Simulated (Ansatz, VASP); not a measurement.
## TePb: VASP beside Ansatz

INCAR

```
SYSTEM = TePb
PREC = Accurate ; ENCUT = 520
EDIFF = 1E-7 ; ISMEAR = -1
SIGMA = 0.05 ; LREAL = .False.
LASPH = .True. ; NELM = 60
ALGO = Normal ; ISIF = 2
LWAVE = .False. ; LCHARG = .False.
GGA = PE ; NBANDS = 17
```

KPOINTS

```
Automatic mesh
0
Gamma
  7 7 7
  0 0 0
```

File POSCAR:

```
TePb
1.0
    3.9205847483      0.0000000000      0.0000000000
    0.0000000000      3.9205847483      0.0000000000
    0.0000000000      0.0000000000      3.9205847483
Pb Te
1 1
Direct
    0.0000000000      0.0000000000      0.0000000000
    0.5000000000      0.5000000000      0.5000000000
```

File input.yaml:

```yaml
crystal:
  lattice:
    - [3.9205847483, 0.0, 0.0]
    - [0.0, 3.9205847483, 0.0]
    - [0.0, 0.0, 3.9205847483]
  atoms:
    - { symbol: Pb, position: [0.0, 0.0, 0.0] }
    - { symbol: Te, position: [0.5, 0.5, 0.5] }
hamiltonian:
  xc: pbe
  pseudopotentials: { kind: paw }
kpoints:
  mp_grid: { grid: [7, 7, 7] }
scf:
  occupations: { method: fermi_dirac, width: 0.05 }
output:
  forces: true
  stress: true
  eigenvalues: true
```

Change from the starting cell: volume scaled by 0.94.

Alike in both runs: task single point; functional PBE; k mesh 7 × 7 × 7; occupations fermi-dirac, width 0.05 eV; no spin polarisation.

|  | VASP | Ansatz |
| --- | --- | --- |
| version | VASP 6.6.1 | Ansatz 0.2.0 |
| potentials or method | VASP PAW PBE potentials, release 64 (Pb_d, Te) | Ansatz PAW |
| plane-wave cutoff (eV) | 520 | 420 |
| valence electrons in the cell | 20 | 30 |

|  | VASP | Ansatz | Ansatz less VASP |
| --- | --- | --- | --- |
| gap on the k mesh at the Fermi level (eV) | none | none | - |
| pressure (GPa) | 2.8 | 2.8 | +0.05 |

A gap of «none» marks a metal or a gap that the smearing closes. The two sets of potentials don't hold the same shells in valence.

Spin-orbit coupling is left out, which matters for the levels of Pb, Te.
